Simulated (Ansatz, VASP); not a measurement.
Two plane-wave programs on NaF

```
Na F
1.0
     1.22934    3.07334    3.07334
     3.07334    1.22934    3.07334
     3.07334    3.07334    1.22934
Na F
1 1
Direct
  0.00000 0.00000 0.00000
  0.50000 0.50000 0.50000
```

Alike in both runs: task single point; functional LDA; k mesh 4 × 4 × 4; occupations gaussian, width 0.05 eV; no spin polarisation.

|  | VASP | Ansatz |
| --- | --- | --- |
| version | VASP 6.6.1 | Ansatz 0.2.0 |
| potentials or method | VASP PAW LDA potentials, release 64 (Na_pv, F) | scalar-relativistic, plane waves, PAW |
| plane-wave cutoff (eV) | 520 | 420 |
| valence electrons in the cell | 14 | 16 |

```csv
,VASP,Ansatz,Ansatz less VASP
gap on the k mesh at the Fermi level (eV),none,none,-
pressure (GPa),-2.7,-2.6,+0.12
largest component of the traceless stress (GPa),28.58,28.65,+0.078
```

A gap of «none» marks a metal or a gap that the smearing closes. The two sets of potentials don't hold the same shells in valence.

Caveats: the k mesh is coarse (spacing up to 0.71 Å⁻¹), so the values aren't converged.
